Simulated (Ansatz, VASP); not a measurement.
## Ni in VASP and in Ansatz

```xyz
1
Lattice="0.0000 1.7586 1.7586 1.7586 0.0000 1.7586 1.7586 1.7586 0.0000" Properties=species:S:1:pos:R:3 pbc="T T T"
Ni    0.0000    0.0000    0.0000
```

Change from the starting cell: parallel moments scaled by 0.1, free total moment.

Alike in both runs: task single point; functional PBE; k mesh 15 × 15 × 15; occupations fermi-dirac, width 0.05 eV; collinear spin.

|  | VASP | Ansatz |
| --- | --- | --- |
| version | VASP 6.6.1 | Ansatz 0.2.0 |
| potentials or method | VASP PAW PBE potentials, release 64 (Ni) | PAW, plane waves, scalar-relativistic |
| plane-wave cutoff (eV) | 520 | 420 |
| valence electrons in the cell | 10 | 18 |

Ansatz gave:

```
pressure (GPa)                                                : 0.4
net moment per atom (μB)                                      : 0.66
size of the moment on the site where the two differ most (μB) : 0.70
```

Question: What did VASP give for the same quantities?

Answer: Pressure (GPa): 0.3; net moment per atom (μB): 0.64; size of the moment on the site where the two differ most (μB): 0.66.

Site moments also hang on the region over which each program counts them. The two sets of potentials don't hold the same shells in valence.
